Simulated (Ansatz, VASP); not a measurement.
One calculation of Ca, two programs

```
CELL_PARAMETERS angstrom
3.46209 0.00000 0.00000
0.00000 3.46209 0.00000
0.00000 0.00000 3.46209
ATOMIC_POSITIONS crystal
Ca 0.00000 0.00000 0.00000
```

This isn't the form of Ca at room conditions, which is fcc.

Alike in both runs: task single point; functional PBEsol; k mesh 11 × 11 × 11; occupations fermi-dirac, width 0.08 eV; no spin polarisation.

|  | VASP | Ansatz |
| --- | --- | --- |
| version | VASP 6.6.1 | Ansatz 0.2.0 |
| potentials or method | VASP PAW PBE potentials, release 64 (Ca_sv), cutoff 520 eV | all-electron LAPW, scalar-relativistic |

|  | VASP | Ansatz | Ansatz less VASP |
| --- | --- | --- | --- |
| pressure (GPa) | 0.0 | 0.0 | +0.01 |

Ansatz ran all-electron here, so the differences hold the error of VASP's frozen core and of both bases.

Caveats: the PAW data sets were made with another functional, which shifts forces and pressure a little (VASP).
